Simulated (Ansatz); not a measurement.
**Smearing, entropy and the zero-width energy in ZrS**

Theory: DFT r2SCAN, scalar-relativistic, plane waves, PAW (Ansatz 0.2.0).

```
Zr S
1.0
     0.00000    2.62500    2.62500
     2.62500    0.00000    2.62500
     2.62500    2.62500    0.00000
Zr S
1 1
Direct
  0.00000 0.00000 0.00000
  0.50000 0.50000 0.50000
```

The plane-wave cutoff is 500 eV. The Γ-centred k-mesh is 14×14×14 and the spin treatment is unpolarised.

The same metal under several smearings of width σ, on one mesh. F is the free energy, TS the smearing's entropy term for the cell of 2 atoms, and E = F + TS. Gaussian occupations are ½ erfc[(ε − μ)/σ], and N counts both spins.

| rule | σ (eV) | F − F(narrowest) (meV/atom) | TS (meV/cell) |
| --- | --- | --- | --- |
| Fermi–Dirac | 0.01 | 0.000 | 0.791 |
| Fermi–Dirac | 0.02 | -0.502 | 2.416 |
| Fermi–Dirac | 0.05 | -3.201 | 11.963 |
| Fermi–Dirac | 0.2 | -44.457 | 172.905 |
| Gaussian | 0.1 | -2.041 | 7.667 |
| Gaussian | 0.2 | -7.379 | 27.607 |
| Gaussian | 0.5 | -42.281 | 163.400 |

Question: For a density of states N (both spins) that is flat over the smeared range, TS = Nσ²/2 (Gaussian) and (π²/3)Nσ² (Fermi–Dirac). What N does each run give?

Answer:
| rule | σ (eV) | N (states/eV a cell) |
| --- | --- | --- |
| Fermi–Dirac | 0.01 | 2.40 |
| Fermi–Dirac | 0.02 | 1.84 |
| Fermi–Dirac | 0.05 | 1.45 |
| Fermi–Dirac | 0.2 | 1.31 |
| Gaussian | 0.1 | 1.53 |
| Gaussian | 0.2 | 1.38 |
| Gaussian | 0.5 | 1.31 |

Equal entropy needs σ_Gauss = π√(2/3) σ_FD = 2.57 σ_FD, so a Fermi–Dirac width acts like a Gaussian one 2.57 times as large. At moderate widths N lies between 1.38 and 1.84. The drift shows structure in the density of states within the smeared window (a rise with width points to a dip at the Fermi level, a fall to a peak or a steep flank), or a mesh too coarse for the narrower widths. At the narrowest widths only the few mesh levels within σ of μ count, so N can scatter there.

Question: To second order F = E0 − TS/2 and E = E0 + TS/2. How well does E0 = (E + F)/2 undo the smearing?

Answer:
| rule | σ (eV) | F − E0(narrowest) (meV/atom) | (E + F)/2 − E0(narrowest) (meV/atom) |
| --- | --- | --- | --- |
| Fermi–Dirac | 0.01 | -0.20 | 0.00 |
| Fermi–Dirac | 0.02 | -0.70 | -0.10 |
| Fermi–Dirac | 0.05 | -3.40 | -0.41 |
| Fermi–Dirac | 0.2 | -44.65 | -1.43 |
| Gaussian | 0.1 | -2.24 | -0.32 |
| Gaussian | 0.2 | -7.58 | -0.67 |
| Gaussian | 0.5 | -42.48 | -1.63 |

At Gaussian 0.2 eV the free energy is off by -7.58 meV/atom and the mean by -0.67. What remains is of order σ⁴ plus the mesh error of the narrowest run, which is no exact reference. Forces and stress are derivatives of F, not of E0, so they keep the σ² error.

6 further runs of this set aren't shown, and 1 didn't finish or converge.

Under both rules the apparent density of states falls steadily with width, and the two series nearly merge once the widths are put on the equivalent scale. The entropy therefore mainly reflects the energy window sampled, not the shape of the occupation function. In an ionic picture Zr(II) keeps two d electrons above the filled S 3p states, so the Fermi level cuts a partly filled, mainly Zr 4d band. Such a band is rarely flat, and a peak or flank there would give this fall, though sparse sampling could imitate it at the smallest widths.

The same fall explains why the averaged energy drifts downward: the free energy accumulates the larger entropy met at narrow widths, so half the final TS undercorrects it. Between Gaussian 0.2 and 0.5 eV the remainder grows from -0.67 to -1.63 meV/atom, far more slowly than a fourth-power law, so a leading quartic term alone can't describe it. The average removes most of the smearing error, but its small residual doesn't establish a converged zero-width energy.
